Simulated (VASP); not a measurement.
GeSe:

```
Ge Se
1.0
    10.96571    0.00000    0.00000
     0.00000    3.88283    0.00000
     0.00000    0.00000    4.42002
Ge Se
4 4
Direct
  0.12339 0.75000 0.88748
  0.62339 0.75000 0.61252
  0.37661 0.25000 0.38748
  0.87661 0.25000 0.11252
  0.85489 0.75000 0.50187
  0.35489 0.75000 0.99813
  0.64511 0.25000 0.00187
  0.14511 0.25000 0.49813
```

Program: VASP 6.6.1. Alike in all runs: task band structure; potentials or basis VASP PAW PBE potentials, release 64 (Ge_d, Se); no spin polarisation; cell as given; k mesh 2 × 4 × 4; cutoff (eV) 520; smearing gaussian 0.03 eV.

**Question.** Order these runs on this cell by their band gap on the k mesh, lowest first.
A. level PBE0; exchange at q = 0 truncated
B. level HSE06; screening parameter 0.2 1/A
C. level PBE-EpsX; exchange at q = 0 truncated; share of exact exchange 0.0601
D. level PBE

**Answer.** D (0.92 eV), C (1.20 eV), B (1.48 eV), A (2.13 eV).

